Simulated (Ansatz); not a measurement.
The system is ZrB2.

```xyz
3
Lattice="3.1700 0.0000 0.0000 -1.5850 2.7453 0.0000 0.0000 0.0000 3.5330" Properties=species:S:1:pos:R:3 pbc="T T T"
Zr    0.0000    0.0000    0.0000
B     1.5850    0.9151    1.7665
B     0.0000    1.8302    1.7665
```

```yaml
Program: Ansatz 0.2.0
Task: single point
Functional: PBE
Potentials_or_basis: all-electron LAPW, scalar-relativistic
Cutoff: 281 eV (chosen from the basis error)
Basis_error_allowed: 0.001 eV/atom
k_mesh: 10 × 10 × 8
Occupations: fermi-dirac, width 0.05 eV
Spin: no spin polarisation
```

On this cell: pressure 0.8 GPa; largest force under 0.003 eV/Å; band gap on the k mesh none (metal or under the smearing width).

The same run follows on a disturbed copy (atoms moved at random, drawn with an rms of 0.05 Å):

```
Zr B
1.0
     3.17000    0.00000    0.00000
    -1.58500    2.74530    0.00000
     0.00000    0.00000    3.53300
Zr B
1 2
Direct
  0.00055 0.02110 0.99126
  0.65467 0.33004 0.49578
  0.34214 0.66506 0.51411
```

What does the disturbed cell give?

The energy (extrapolated to zero smearing) moves by +28.4 meV/atom; pressure 1.8 GPa; largest force 1.246 eV/Å; band gap on the k mesh none (metal or under the smearing width).

Forces on the atoms (eV/Å):
```
Zr   0.376 -0.836  0.692
B    0.530  0.397  0.043
B   -0.906  0.439 -0.735
```

Stress tensor (GPa, compression positive):
```
 1.63  0.59  0.44
 0.59  1.36 -0.71
 0.44 -0.71  2.50
```
